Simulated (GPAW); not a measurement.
## Equation of state of W under PBEsol

```xyz
8
Lattice="5.0830 0.0000 0.0000 0.0000 5.0830 0.0000 0.0000 0.0000 5.0830" Properties=species:S:1:pos:R:3 pbc="T T T"
W     2.5415    1.2708    0.0000
W     2.5415    3.8123    0.0000
W     3.8123    0.0000    2.5415
W     1.2708    0.0000    2.5415
W     0.0000    2.5415    3.8123
W     0.0000    2.5415    1.2708
W     2.5415    2.5415    2.5415
W     0.0000    0.0000    0.0000
```

This isn't the form of W at room conditions, which is bcc.

The cell was scaled at fixed shape and fractions and run with GPAW, PAW data sets generated for this functional, cutoff 600 eV; PBEsol, k mesh 5 × 5 × 5 on the cell of 8 atoms, fermi-dirac occupations of 0.05 eV, no spin polarisation, no spin-orbit coupling. Energies are those that the program minimises, any entropy of the smearing included. For a metal such a mesh isn't converged to the digits shown.

```csv
V (Å³/atom),energy over the lowest row (meV/atom)
15.4311,13.24
15.7595,0.00
16.0878,?
16.4161,14.45
16.7444,39.39
17.0728,74.54
17.4011,118.83
```

Q: Fit the third-order Birch-Murnaghan form, give V0, B0 and B′, and predict the energy left open.

A: With y = (V0/V)^(2/3), E = E0 + (9 V0 B0/16) [(y - 1)³ B′ + (y - 1)² (6 - 4y)]. Least squares through the rows shown give V0 = 15.9003 Å³/atom, E0 = -1.26 meV, B0 = 318.4 GPa (1 eV/Å³ = 160.218 GPa) and B′ = 4.27, with a largest miss of 0.02 meV. At V = 16.0878 the form with these constants gives 0.89 meV; the run gave 0.88 meV an atom.
